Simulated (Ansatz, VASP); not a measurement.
## AlP in VASP and in Ansatz

```
CELL_PARAMETERS angstrom
0.00000 2.75433 2.75433
2.75433 0.00000 2.75433
2.75433 2.75433 0.00000
ATOMIC_POSITIONS crystal
Al 0.50000 0.50000 0.50000
P 0.25000 0.25000 0.25000
```

Alike in both runs: functional PBE; k mesh 8 × 8 × 8; occupations gaussian, width 0.02 eV; no spin polarisation.

Ansatz relaxed the structure, and its values are those at the end. VASP's run is a single point on that final structure, the one shown.

|  | VASP | Ansatz |
| --- | --- | --- |
| version | VASP 6.6.1 | Ansatz 0.2.0 |
| potentials or method | VASP PAW PBE potentials, release 64 (Al, P) | scalar-relativistic, plane waves, PAW |
| plane-wave cutoff (eV) | 520 | 420 |
| valence electrons in the cell | 8 | 8 |

|  | VASP | Ansatz | Ansatz less VASP |
| --- | --- | --- | --- |
| gap on the k mesh at the Fermi level (eV) | 1.63 | 1.63 | +0.002 |
| least direct gap on the mesh (eV) | 3.08 | 3.08 | +0.002 |
| pressure (GPa) | -0.1 | 0.0 | +0.09 |

The functional is the same, so the differences come from potentials, cutoffs and numerics.

A k mesh can miss the band edges.
